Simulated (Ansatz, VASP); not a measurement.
# Mg4Zr4Cd2MoPb4 in two plane-wave programs, part 2 of 2

Wanted: the spread between two codes on one cell, functional and k mesh.  The structure shown is the end of the VASP relaxation below.

VASP 6.6.1 and Ansatz 0.2.0.

So far: The starting structure; VASP: relaxation, PBE.

### 3. Ansatz: single point, PBE

Level of this step: Ansatz beside VASP: Kohn-Sham DFT, plane waves, PBE (Ansatz).

Ansatz runs on its default PAW (the set named soft_2) files.

The same cell, functional, mesh and smearing now go to Ansatz, which takes its cutoff from its data sets.

input.yaml

```yaml
crystal:
  lattice:
    - [-3.3218071, 5.02374196, 5.68631681]
    - [3.3218071, -5.02374196, 5.68631681]
    - [3.3218071, 5.02374196, -5.68631681]
  atoms:
    - { symbol: Pb, position: [0.43258672, 0.18300438, 0.25008739] }
    - { symbol: Pb, position: [0.89214916, 0.65010988, 0.25776205] }
    - { symbol: Pb, position: [0.89187621, 0.13383602, 0.74098671] }
    - { symbol: Pb, position: [0.43250225, 0.68156881, 0.74859731] }
    - { symbol: Cd, position: [0.16645313, 0.16639486, 0.49929378] }
    - { symbol: Cd, position: [0.15812975, 0.65847137, 0.99919018] }
    - { symbol: Mo, position: [0.68027934, 0.18072244, 0.99884099] }
    - { symbol: Zr, position: [0.0669453, 0.32392233, 0.24267867] }
    - { symbol: Zr, position: [0.57706557, 0.83316569, 0.24329414] }
    - { symbol: Zr, position: [0.58042914, 0.32336593, 0.75595789] }
    - { symbol: Zr, position: [0.08978714, 0.8335784, 0.75530366] }
    - { symbol: Mg, position: [0.34523493, 0.33715292, 0.99628776] }
    - { symbol: Mg, position: [0.84043713, 0.84870877, 0.00241791] }
    - { symbol: Mg, position: [0.84041601, 0.33720941, 0.49094574] }
    - { symbol: Mg, position: [0.34531679, 0.84823797, 0.50740502] }
hamiltonian:
  xc: pbe
  pseudopotentials: { kind: paw }
kpoints:
  mp_grid: { grid: [3, 3, 3] }
scf:
  occupations: { method: methfessel_paxton, width: 0.15 }
  n_extra_bands: 7
output:
  forces: true
  eigenvalues: true
```

Run with:

```bash
> ansatz run input.yaml --threads 4 --pin off --max-ram 9216MiB --backend cpu --events-out ev --progress --plain --runs-dir out
```

Numbers of over 12 decimals in the logs are rounded to 6 here.

Log:

```text
scf.n_extra_bands = 7 over 99 filled bands (N_el = 198.0): the run solves 106 bands
Engine: ansatz 0.2.0, x86_64-unknown-linux-gnu
Pseudopotentials: kind: paw
Pseudopotential: Pb, paw, valence charge 14, recommended cutoff 420 eV (normal), Pb.paw.azcp
Pseudopotential: Cd, paw, valence charge 20, recommended cutoff 420 eV (normal), Cd.paw.azcp
Pseudopotential: Mo, paw, valence charge 14, recommended cutoff 420 eV (normal), Mo.paw.azcp
Pseudopotential: Zr, paw, valence charge 12, recommended cutoff 420 eV (normal), Zr.paw.azcp
Pseudopotential: Mg, paw, valence charge 10, recommended cutoff 420 eV (normal), Mg.paw.azcp
Functional definition: PBE
  parameter kappa = 0.804
  parameter beta = 0.066725
  exchange = pbe_x(kappa = kappa, mu = beta*pi^2/3)
  correlation = pbe_c(beta = beta)
Crystal: 15 atoms, lattice volume = 379.571 Å³
Basis set: ecut = 420 eV, 7369 PW (Γ), exchange–correlation on 120×120×120 points (8 copies of the dense FFT grid, shifted against one another)
Bands: 106, of which v1, the nominal top of the filled ones, is band 99 counted from 1 (98 counted from 0)
Symmetry: 1 space group operations
Space group: P1 (ITA 1), of the structure as read, at distance tolerance 7.2e-5 Å
k-points: 14 of 27 (time reversal used)
Non-local potential: Pb, projectors of the file, l = 0: 2, l = 1: 2, l = 2: 2, l = 3: 2
Non-local potential: Cd, projectors of the file, l = 0: 3, l = 1: 2, l = 2: 2, l = 3: 1
Non-local potential: Mo, projectors of the file, l = 0: 3, l = 1: 2, l = 2: 2, l = 3: 1
Non-local potential: Zr, projectors of the file, l = 0: 3, l = 1: 2, l = 2: 2, l = 3: 2
Non-local potential: Mg, projectors of the file, l = 0: 3, l = 1: 2, l = 2: 1
PAW form: soft (Blöchl's): semilocal exchange-correlation on the pseudo side does not see the compensation charge
PAW one-centre angular grid: Pb, 590 points (default); XC on 64 Gauss nodes
PAW one-centre angular grid: Cd, 590 points (default); XC on 64 Gauss nodes
PAW one-centre angular grid: Mo, 590 points (default); XC on 64 Gauss nodes
PAW one-centre angular grid: Zr, 590 points (default); XC on 64 Gauss nodes
PAW one-centre angular grid: Mg, 110 points (default); XC on 64 Gauss nodes
Initial density: superposition of atomic densities (neutral atoms: chi_scale 0, normalization atom), corrected by the library's trained network
Initial wavefunctions: pseudopotential atomic-orbital guess
Functional: x = pbe(κ = 0.804, μ = 0.219515), c = pbe(β = 0.066725)
SCF iter   1: F=—  HF=-93518.881790 eV  |F-HF|=—  |Δ(HF+E_count)|=         —  Δρ=3.95e-3  dr2=1.16e-1  ethr=1.77e-3  ⟨swp⟩=5.6  Hψ=5635  notcnv=0
preconditioner: auto → Kerker (q_TF=auto, 2.448 Å⁻¹)  [metal: Δε(μ)=0.055 eV  Ē_g=9.609 eV  σ=0.150 eV  W_gap=0.30  n_scr=88 (ndim 8)  ℏωp=20.0 eV  f_vac=0.009  D(μ)=11.41/eV (n_scr^D=80)]
SCF iter   2: F=—  HF=-93518.871545 eV  |F-HF|=—  |Δ(HF+E_count)|=   1.02e-2  S|Δr|=    0.00e0  Δρ=2.23e-3  dr2=3.67e-2  ethr=5.87e-5  ⟨swp⟩=2.0  Hψ=2630  notcnv=0
SCF iter   3: F=—  HF=-93518.867486 eV  |F-HF|=—  |Δ(HF+E_count)|=   4.06e-3  S|Δr|=    0.00e0  Δρ=4.44e-4  dr2=1.97e-3  ethr=1.86e-5  ⟨swp⟩=2.0  Hψ=1766  notcnv=0
SCF iter   4: F=—  HF=-93518.867279 eV  |F-HF|=—  |Δ(HF+E_count)|=   2.07e-4  S|Δr|=    0.00e0  Δρ=1.56e-4  dr2=1.66e-4  ethr=9.93e-7  ⟨swp⟩=2.0  Hψ=1944  notcnv=0
SCF iter   5: F=—  HF=-93518.867248 eV  |F-HF|=—  |Δ(HF+E_count)|=   3.15e-5  S|Δr|=    0.00e0  Δρ=5.95e-5  dr2=2.45e-5  ethr=8.37e-8  ⟨swp⟩=2.1  Hψ=2841  notcnv=0
SCF iter   6: F=—  HF=-93518.867425 eV  |F-HF|=—  |Δ(HF+E_count)|=   1.77e-4  S|Δr|=    0.00e0  Δρ=1.68e-5  dr2=2.45e-6  ethr=1.24e-8  ⟨swp⟩=2.0  Hψ=2789  notcnv=0
SCF iter   7: F=—  HF=-93518.867425 eV  |F-HF|=—  |Δ(HF+E_count)|=   1.58e-7  S|Δr|=    0.00e0  Δρ=5.87e-6  dr2=3.00e-7  ethr=1.24e-9  ⟨swp⟩=2.0  Hψ=1954  notcnv=0
SCF iter   8: F=-93518.867425 eV  HF=-93518.867425 eV  |F-HF|=3.40e-8  |Δ(HF+E_count)|=  4.66e-10  S|Δr|=    0.00e0  Δρ=2.60e-6  dr2=6.04e-8  ethr=5.05e-11  ⟨swp⟩=6.9  Hψ=6658  notcnv=0
SCF 1 converged in 8 iterations: F = -93518.867425 eV  dr2 = 6.04e-8
  greatest PAW one-centre occupation: 1.000 electrons in one spin orbital (limit 2), on the Cd atom at site 4 (counted from 0), in its partial waves of l = 0
SCF converged after 8 iterations
Stability not checked: this state was not tested for a lower state beside it, because cold or Methfessel-Paxton smearing, or corrected tetrahedra, fill the levels in a way that the test cannot read (fill_not_monotonic; see scf.lower_state_search)
Free energy (F): -93518.867425 eV
Harris-Foulkes:  -93518.867425 eV  (|F-HF|=3.40e-8)
Internal energy: -93518.876646 eV  (E = F + TS)
E sigma→0 (E₀):  -93518.869730 eV
Entropy (-TS):   0.009221 eV (0.615 meV/atom)
Fermi energy:    10.673379 eV
Step filling:    the computed levels leave a gap of 0.0226 eV = 0.2 smearing widths at the electron count; against every level under it full and every level over it empty, smearing changes F+E_penalty+E_count by +14.500 meV and its σ→0 estimate by +12.195 meV
--- Per-component energies (eV) ---
  E_band       = -3075.114406
  E_kinetic    = 4234.621580
  E_local      = -22279.967387  (includes V_loc(G=0)·N_el)
  E_nonlocal   = 2313.577814
  E_hartree    = 8889.247374
  E_xc         = -2170.799907
  E_vxc        = -2101.344341  (∫ρ·V_xc dr)
  E_paw        = -65989.780821  (= ΣΔE_a)
  E_vpaw       = -3020.502749  (= ΣTr[D̂ρ^β])
  E_aug_tail   = 0.000362  (compensation charges beyond the density's cutoff)
  E_ewald      = -18515.775661
  E_smearing   = 0.009221  (= −TS)
  E_closure    = 0.000000  (closes the sum)
  Σ components = -93518.867425   (vs F -93518.867425, Δ=0.00e0)
--- Forces (eV/Å), atoms counted from 1 ---
  atom   1  Pb     0.00900287    -0.00462311     0.02798015
  atom   2  Pb     0.03618556    -0.02509561     0.01622696
  atom   3  Pb    -0.03547008     0.01130891     0.01367030
  atom   4  Pb    -0.00762629     0.00148242     0.02732723
  atom   5  Cd     0.00037750    -0.00190922     0.00364426
  atom   6  Cd    -0.00124053     0.00323036     0.01003907
  atom   7  Mo    -0.00147821     0.00111442    -0.06789613
  atom   8  Zr    -0.01148247    -0.00291775    -0.00103091
  atom   9  Zr    -0.00797804    -0.01540539     0.00081178
  atom  10  Zr     0.01070087     0.01443080     0.00208905
  atom  11  Zr     0.00806387     0.02410670    -0.00478202
  atom  12  Mg     0.00714657     0.00440474    -0.00431925
  atom  13  Mg    -0.00765426    -0.00735888    -0.01064183
  atom  14  Mg     0.00920094    -0.00673626    -0.00849620
  atom  15  Mg    -0.00774851     0.00396956    -0.00456799
  max |Σ_I F_I| component: 5.45e-5 eV/Å
--- Band table (eV; the first three rows and the last of 14) ---
  k-point 0: bands = [... 95 lower, 9.7624, 10.3595, 10.6409, 10.6995, 11.0163, 11.0292, 11.0898, 11.1998, ... 3 higher]
  k-point 1: bands = [... 95 lower, 9.9845, 10.2721, 10.2993, 10.5333, 10.7779, 10.8676, 11.0304, 11.1266, ... 3 higher]
  k-point 2: bands = [... 95 lower, 9.9562, 10.2759, 10.5620, 10.7416, 10.7612, 10.9229, 10.9292, 11.1958, ... 3 higher]
  k-point 13: bands = [... 95 lower, 9.9908, 10.4024, 10.5149, 10.6069, 10.7686, 10.8368, 10.9629, 11.1466, ... 3 higher]
```

It took 7.7 s on 4 threads of Intel Xeon Platinum 8488C (Sapphire Rapids), shared host; peak memory 1.5 GiB; 30 s of CPU time.

### 4. Side by side

Known differences besides the PAW data sets themselves: the data sets hold 198 valence electrons in Ansatz (default PAW (the set named soft_2) files) and 102 in VASP; the cutoff is 420 eV in Ansatz and 280 eV in VASP (PREC = Normal, projectors in real space); VASP leaves aspherical gradient terms in its spheres out (LASPH is not set), Ansatz keeps them. Total energies have different zeros and are not compared.

At this near-relaxed geometry the largest component of a force difference is 69 meV/Å.

### 5. Looking for the cause

The difference is large enough to ask for its cause, so further runs change the set-up of one program at a time, as the table lists.

| run | r.m.s. force difference (meV/Å) |
| --- | --- |
| as above | 15 |
| Ansatz's larger PAW set (cutoff 760 eV) | 16 |

### 6. Outcome

```json
{"r.m.s. force difference (single point, PBE)": "15 meV/Å"}
```

What this shows: The r.m.s. force difference is 15 meV/Å (single point, PBE), beyond the 12 meV/Å picked in this series as the mark of a large difference. For single point, PBE: no further run halves the r.m.s. force difference; only Ansatz's side was varied. 1 further run on this material is not shown. How closely two codes agree says nothing of how well the functional describes the real material.

[Lines on the potential files, build, host, timing and source positions are cut from VASP's logs without a mark.]

[Logs are printed without paths, hosts, clocks, repeated set-up lines and the standing remarks that a program may print on its own settings, such as how far it seeks lower states.]

[Hosts, paths, dates, database ids (printed as entryN), source tags and the programs' standing remarks are cut or masked in the printed files.]
